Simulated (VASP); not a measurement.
# I (Im-3m) in VASP: further runs

Runs on I. Level: PBE. Tasks: single point.

Everything below comes from runs of VASP 6.6.1. Logs are shortened: lines on timing, memory, paths and dates and some standing lists are left out, and cuts for length are marked.

### Step 1. The crystal as given

It takes space group Im-3m (No. 229, cubic). Conventional cell: a = 4.179 Å, b = 4.179 Å, c = 4.179 Å, α = 90.00°, β = 90.00°, γ = 90.00°. I (site symmetry m-3m) has 8 I at 3.62 Å as nearest neighbours.

The real solid is made of molecules; this cell is a model form.

### Step 2. Single point, PBE

The input, INCAR:

```
SYSTEM = I
PREC = Accurate
ENCUT = 460
EDIFF = 1E-6
ISMEAR = 0
SIGMA = 0.05
LREAL = .FALSE.
LASPH = .TRUE.
NELM = 100
ALGO = Normal
ISIF = 2
LWAVE = .FALSE.
LCHARG = .FALSE.
GGA = PE
NBANDS = 10
ADDGRID = .FALSE.
```

The input, KPOINTS:

```
Automatic mesh
0
G
  3 3 3
  0 0 0
```

The input, POSCAR:

```
I
1.0
   -2.0893754423      2.0893754423      2.0893754423
    2.0893754423     -2.0893754423      2.0893754423
    2.0893754423      2.0893754423     -2.0893754423
I
1
Direct
    0.0000000000      0.0000000000      0.0000000000
```

Potentials or basis: VASP PAW PBE potentials, release 64 (I).

The run is started by

```console
$ cat potpaw_PBE.64/I/POTCAR > POTCAR
$ mpirun -np 1 vasp_std > vasp.out
```

OUTCAR:

```text
SYSTEM = I
   PREC = Accurate
   ENCUT = 460
   EDIFF = 1E-6
   ISMEAR = 0
   LREAL = .FALSE.
   LASPH = .TRUE.
   NELM = 100
   ISIF = 2
   GGA = PE

 Found      4 irreducible k-points:

 Following reciprocal coordinates:
            Coordinates               Weight
  0.000000  0.000000  0.000000      1.000000
  0.333333  0.000000  0.000000     12.000000
  0.333333  0.333333  0.000000      8.000000
 -0.333333  0.333333  0.333333      6.000000
   k-points           NKPTS =      4   k-points in BZ     NKDIM =      4   number of bands    NBANDS=     10
   number of dos      NEDOS =    301   number of ions     NIONS =      1
   total plane-waves  NPLWV =  21952
   dimension x,y,z NGX =    28 NGY =   28 NGZ =   28
   dimension x,y,z NGXF=    56 NGYF=   56 NGZF=   56
   ions per type =               1
   NGX,Y,Z   is equivalent  to a cutoff of  12.86, 12.86, 12.86 a.u.
   NGXF,Y,Z  is equivalent  to a cutoff of  25.73, 25.73, 25.73 a.u.
 SYSTEM =  I
   PREC   = accura    normal or accurate (medium, high low for compatibility)
   ISTART =      0    job   : 0-new  1-cont  2-samecut
   ICHARG =      2    charge: 1-file 2-atom 10-const
   ISPIN  =      1    spin polarized calculation?
   LNONCOLLINEAR =      F non collinear calculations
   LSORBIT =      F    spin-orbit coupling
   LASPH  =      T    aspherical Exc in radial PAW
   ENCUT  =  460.0 eV  33.81 Ry    5.81 a.u.   6.33  6.33  6.33*2*pi/ulx,y,z
   NELM   =    100;   NELMIN=  2; NELMDL= -5     # of ELM steps
   EDIFF  = 0.1E-05   stopping-criterion for ELM
   LREAL  =      F    real-space projection
   EDIFFG = 0.1E-04   stopping-criterion for IOM
   NSW    =      0    number of steps for IOM
   IBRION =     -1    ionic relax: 0-MD 1-quasi-New 2-CG
   NFREE  =      0    steps in history (QN), initial steepest desc. (CG)
   ISIF   =      2    stress and relaxation
   ISYM   =      2    0-nonsym 1-usesym 2-fastsym
   POTIM  = 0.5000    time-step for ionic-motion
   TEBEG  =    0.0;   TEEND  =   0.0 temperature during run
   PSTRESS=    0.0 pullay stress
   NELECT =       7.0000    total number of electrons
   NUPDOWN=      -1.0000    fix difference up-down
   EMIN   =  10.00;   EMAX   =-10.00  energy-range for DOS
   EFERMI =   0.00;   METHOD = LEGACY
   ISMEAR =     0;   SIGMA  =   0.05  broadening in eV -4-tet -1-fermi 0-gaus
   EFERMI_NEDOS =   21; number of points for ismear=-14 and -15
   IALGO  =     38    algorithm
   IMIX   =      4    mixing-type and parameters
     AMIX     =   0.40;   BMIX     =  1.00
     AMIX_MAG =   1.60;   BMIX_MAG =  1.00
  volume/ion in A,a.u.               =      36.48       246.21
  Fermi-wavevector in a.u.,A,eV,Ry     =   0.944215  1.784308 12.130172  0.891543
  Thomas-Fermi vector in A             =   2.071998
   LORBIT       =      0    0 simple, 1 ext, 2 COOP (PROOUT), +10 PAW based schemes
   GGA     = PE    functional components
   LHFCALC =     F    Hartree Fock is set to
   AEXX    =    0.0000 exact exchange contribution
   IVDW    =     0    specifies the selected vdW correction
   LEPSILON=     F    determine dielectric tensor
   LRPA    =     F    only Hartree local field effects (RPA)
 non-spin polarized calculation
 Gauss-broadening in eV      SIGMA  =   0.05
  energy-cutoff  :      460.00
  volume of cell :       36.48
 maximum number of plane-waves:       820
 NGX is ok and might be reduce to    28

 number of electron       7.0000000 magnetization

 Free energy of the ion-electron system (eV)
  ---------------------------------------------------
  ext. energy  EPLUGINS =         0.00000000
  ---------------------------------------------------
  free energy    TOTEN  =        -1.16429821 eV

  energy without entropy =       -1.15782886  energy(sigma->0) =       -1.16106354

 E-fermi :   4.6516     XC(G=0):  -8.8952

 val. band max:        4.0273201799   @ k =   0.3333   0.3333   0.0000
 cond. band min:       4.6922318028   @ k =   0.3333   0.0000   0.0000
 fundamental gap:      0.6649116229
 Fermi energy:         4.6515608104

 k-point     1 :       0.0000    0.0000    0.0000
  band No.  band energies     occupation
      1      -9.1507      2.00000
      2       4.9193      0.00000
      3       4.9193      0.00000
      4       4.9193      0.00000
      5      10.9764      0.00000
      6      13.8795      0.00000
      7      13.8795      0.00000
      8      13.8795      0.00000
      9      16.1291      0.00000
     10      16.1291      0.00000

 k-point     2 :       0.3333    0.0000    0.0000
  band No.  band energies     occupation
      1      -8.1993      2.00000
      2       0.8976      2.00000
      3       3.6695      2.00000
      4       4.6922      0.25000
      5      10.4560      0.00000
      6      11.7263      0.00000
      7      15.5315      0.00000
      8      15.7901      0.00000
      9      17.7086      0.00000
     10      18.3540      0.00000

 k-point     3 :       0.3333    0.3333    0.0000
  band No.  band energies     occupation
      1      -7.5744      2.00000
      2       0.9652      2.00000
      3       0.9652      2.00000
      4       4.0273      2.00000
      5      11.3444      0.00000
      6      13.8599      0.00000
      7      13.8599      0.00000
      8      17.6354      0.00000
      9      17.6354      0.00000
     10      19.8066      0.00000

 k-point     4 :      -0.3333    0.3333    0.3333
  band No.  band energies     occupation
      1      -7.4452      2.00000
      2       1.3920      2.00000
      3       2.2923      2.00000
      4       2.2923      2.00000
      5       9.5879      0.00000
      6      11.8099      0.00000
      7      16.0407      0.00000
      8      16.0407      0.00000
      9      17.0363      0.00000
     10      17.9593      0.00000

------------------------ aborting loop because EDIFF is reached ----------------------------------------

  FORCE on cell =-STRESS in cart. coord.  units (eV):
  Direction    XX          YY          ZZ          XY          YZ          ZX
  --------------------------------------------------------------------------------------
  -------------------------------------------------------------------------------------
  Total       -0.0084861     -0.0084861     -0.0084861     -0.0000000      0.0000000     -0.0000000
  in kB       -0.3726561     -0.3726561     -0.3726561     -0.0000000      0.0000000     -0.0000000
  external PRESSURE =      -0.3726561 kB  Pullay stress =       0.0000000 kB

 VOLUME and BASIS-vectors are now :
 -----------------------------------------------------------------------------
  energy-cutoff  :      460.00
  volume of cell :       36.48
      direct lattice vectors                 reciprocal lattice vectors
    -2.089375442  2.089375442  2.089375442     0.000000000  0.239305962  0.239305962
     2.089375442 -2.089375442  2.089375442     0.239305962  0.000000000  0.239305962
     2.089375442  2.089375442 -2.089375442     0.239305962  0.239305962  0.000000000

 POSITION                                       TOTAL-FORCE (eV/Angst)
 -----------------------------------------------------------------------------------
      0.00000      0.00000      0.00000         0.000000     -0.000000      0.000000
 -----------------------------------------------------------------------------------
    total drift:                                0.000000      0.000000     -0.000000

  FREE ENERGIE OF THE ION-ELECTRON SYSTEM (eV)
  ---------------------------------------------------
  free  energy   TOTEN  =        -1.1642982136 eV

  energy  without entropy=       -1.1578288613  energy(sigma->0) =       -1.16106354
```

stdout:

```text
POSCAR found type information on POSCAR I
 POSCAR found :  1 types and       1 ions
 scaLAPACK will be used
 LDA part: xc-table for (Slater+PW92), standard interpolation
 POSCAR, INCAR and KPOINTS ok, starting setup
 FFT: planning ... GRIDC
 FFT: planning ... GRID_SOFT
 FFT: planning ... GRID
 WAVECAR not read
 entering main loop
```

Wall time 2.7 s (1 thread of Intel Xeon Platinum 8488C (Sapphire Rapids), shared host); peak memory 0.14 GiB.

These settings aren't checked as converged: the numbers below hold their error.

What came out:

| Quantity | Value |
| --- | --- |
| Free energy | -1.1643 eV |
| Pressure | 0.0 GPa |
| Band gap on the k mesh | none (metal or under the smearing width) |

Caveat: the k mesh is coarse (spacing up to 0.71 Å⁻¹), so the values aren't converged; an odd number of electrons without spin polarisation forces a metal; a magnetic or distorted state may lie lower.

### Step 3. Single point, PBE

This run uses another cell than the first one, of the same volume but with other edges.

INCAR is that of step 2.

KPOINTS is that of step 2.

The input, POSCAR:

```
I
1.0
   -2.1240960000      2.1667550000      2.1089740000
    2.1114880000     -2.1329730000      2.0625830000
    2.0399160000      2.0487930000     -2.0751920000
I
1
Direct
    0.0126280000     -0.0160290000     -0.0040210000
```

Potentials or basis: VASP PAW PBE potentials, release 64 (I).

The run is started by

```console
$ cat potpaw_PBE.64/I/POTCAR > POTCAR
$ mpirun -np 1 vasp_std > vasp.out
```

Run time: 4.1 s. Hardware: 1 thread of Intel Xeon Platinum 8488C (Sapphire Rapids), shared host; peak memory 0.15 GiB.

These settings aren't checked as converged: the numbers below hold their error.

What came out:

* Free energy: -1.1747 eV
* Pressure: -0.1 GPa
* Band gap on the k mesh: none (metal or under the smearing width)

Caveat: the k mesh is coarse (spacing up to 0.72 Å⁻¹), so the values aren't converged; an odd number of electrons without spin polarisation forces a metal; a magnetic or distorted state may lie lower.

### Step 4. Single point, PBE

Changes to INCAR since step 3:

```diff
@@ -2,3 +2,3 @@
 PREC = Accurate
-ENCUT = 460
+ENCUT = 520
 EDIFF = 1E-6
```

KPOINTS is that of step 3.

The input, POSCAR:

```
I
1.0
   -2.0893754423      2.0893754423      2.0893754423
    2.0893754423     -2.0893754423      2.0893754423
    2.0893754423      2.0893754423     -2.0893754423
I
1
Direct
    0.0000000000      0.0000000000      0.0000000000
```

The run is started by

```console
$ cat potpaw_PBE.64/I/POTCAR > POTCAR
$ mpirun -np 1 vasp_std > vasp.out
```

It took 2.4 s on 1 thread of Intel Xeon Platinum 8488C (Sapphire Rapids), shared host; peak memory 0.15 GiB.

The run converged, but some of its settings lie outside the range that counts as converged, so its numbers aren't taken as properties of the crystal.

Results:

- Free energy: -1.1643 eV
- Pressure: -0.1 GPa
- Band gap on the k mesh: none (metal or under the smearing width)

Caveat: the k mesh is coarse (spacing up to 0.71 Å⁻¹), so the values aren't converged; an odd number of electrons without spin polarisation forces a metal; a magnetic or distorted state may lie lower.

### Step 5. Single point, PBE

This run uses another cell than the first one, of the same volume but with other edges.

INCAR is that of step 4.

KPOINTS is that of step 4.

The input, POSCAR:

```
I
1.0
   -2.1240960000      2.1667550000      2.1089740000
    2.1114880000     -2.1329730000      2.0625830000
    2.0399160000      2.0487930000     -2.0751920000
I
1
Direct
    0.0126280000     -0.0160290000     -0.0040210000
```

The run is started by

```console
$ cat potpaw_PBE.64/I/POTCAR > POTCAR
$ mpirun -np 1 vasp_std > vasp.out
```

Wall time 4.6 s (1 thread of Intel Xeon Platinum 8488C (Sapphire Rapids), shared host); peak memory 0.15 GiB.

These settings aren't checked as converged: the numbers below hold their error.

Results:

- Free energy: -1.1747 eV
- Pressure: -0.1 GPa
- Band gap on the k mesh: none (metal or under the smearing width)

Caveat: the k mesh is coarse (spacing up to 0.72 Å⁻¹), so the values aren't converged; an odd number of electrons without spin polarisation forces a metal; a magnetic or distorted state may lie lower.

(Part 1 of 2 ends here.)
